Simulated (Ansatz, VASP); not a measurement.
# Ti in VASP and in Ansatz

```
CELL_PARAMETERS angstrom
2.93858 0.00000 0.00000
-1.46929 2.54489 0.00000
0.00000 0.00000 19.65043
ATOMIC_POSITIONS crystal
Ti 0.33333 0.66667 0.38696
Ti 0.66667 0.33333 0.50000
Ti 0.33333 0.66667 0.61304
```

Alike in both runs: functional PBE; k mesh 12 × 12 × 1; occupations gaussian, width 0.1 eV; no spin polarisation.

Ansatz relaxed the structure, and its values are those at the end. VASP's run is a single point on that final structure, the one shown.

|  | VASP | Ansatz |
| --- | --- | --- |
| version | VASP 6.6.1 | Ansatz 0.2.0 |
| potentials or method | VASP PAW PBE potentials, release 64 (Ti_sv) | scalar-relativistic, plane waves, PAW |
| plane-wave cutoff (eV) | 520 | 420 |
| valence electrons in the cell | 36 | 36 |

VASP gave:

- gap on the k mesh at the Fermi level (eV): none
- rms of the force components (eV/Å): 0.007

Task: Which values does Ansatz return?

Result: gap on the k mesh at the Fermi level (eV): none; rms of the force components (eV/Å): 0.001.

A gap of «none» marks a metal or a gap that the smearing closes. The functional is the same, so the differences come from potentials, cutoffs and numerics. Ansatz warned: «xc_potential_rough_in_thin_density».
